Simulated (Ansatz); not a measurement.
A calculation with Ansatz 0.2.0 of Ca (native input, Cartesian positions):

File input.yaml:

```yaml
crystal:
  lattice:
    - [-2.238756, 2.191257, 2.305322]
    - [2.169349, -2.171201, 2.215489]
    - [2.201505, 2.13395, -2.285183]
  atoms:
    - { symbol: Ca, spin: 0.5, position_ang: [-0.0347035, 0.010028, 2.2604055] }
hamiltonian:
  xc: { exchange: pbe, correlation: none }
  pseudopotentials: { kind: paw, source: jth }
magnetization:
  spin_polarized: true
kpoints:
  mp_grid: { grid: [7, 7, 7] }
scf:
  occupations: { method: methfessel_paxton, width: 0.05 }
  n_extra_bands: 6
output:
  forces: true
  stress: true
  eigenvalues: true
  dos: { projected: true, de: 0.05, nscf_kmesh: { grid: [11, 11, 11] } }
```

Potentials or basis: JTH PAW.

Run with:

```console
$ ansatz run input.yaml --threads 1 --pin off --max-ram 2560MiB --backend cpu --events-out ev --progress --plain --runs-dir out
```

The cell isn't the ideal one: cell strained at random at fixed volume.

This isn't the form of Ca at room conditions, which is fcc.

**Question.** Write the same calculation in another form: native input, structure typed inline.

**Answer.** As run:

input.yaml

```yaml
crystal:
  lattice:
    - [-2.238756, 2.191257, 2.305322]
    - [2.169349, -2.171201, 2.215489]
    - [2.201505, 2.13395, -2.285183]
  atoms:
    - { symbol: Ca, position: [0.5, 0.5, 0.0], spin: 0.5 }
hamiltonian:
  xc: { exchange: pbe, correlation: none }
  pseudopotentials: { kind: paw, source: jth }
magnetization:
  spin_polarized: true
kpoints:
  mp_grid: { grid: [7, 7, 7] }
scf:
  occupations: { method: methfessel_paxton, width: 0.05 }
  n_extra_bands: 6
output:
  forces: true
  stress: true
  eigenvalues: true
  dos: { projected: true, de: 0.05, nscf_kmesh: { grid: [11, 11, 11] } }
```

Potentials or basis: JTH PAW.

The run is started by

```console
$ ansatz run input.yaml --threads 1 --pin off --max-ram 2560MiB --backend cpu --events-out ev --progress --plain --runs-dir out
```

Both were run:

|  | native input, Cartesian positions | native input, structure typed inline |
| --- | --- | --- |
| Pressure | 2.2 GPa | 2.2 GPa |
| Band gap on the k mesh | none (metal or under the smearing width) | none (metal or under the smearing width) |
| Net moment | 0.23 μB per cell | 0.23 μB per cell |
| Absolute moment | 0.23 μB per cell | 0.23 μB per cell |
| Site moments | Ca +0.09 μB | Ca +0.09 μB |
| Density of states at the Fermi level | 1.42 states/eV per cell | 1.42 states/eV per cell |

Keys that steer only the numerical path or the files written may differ.
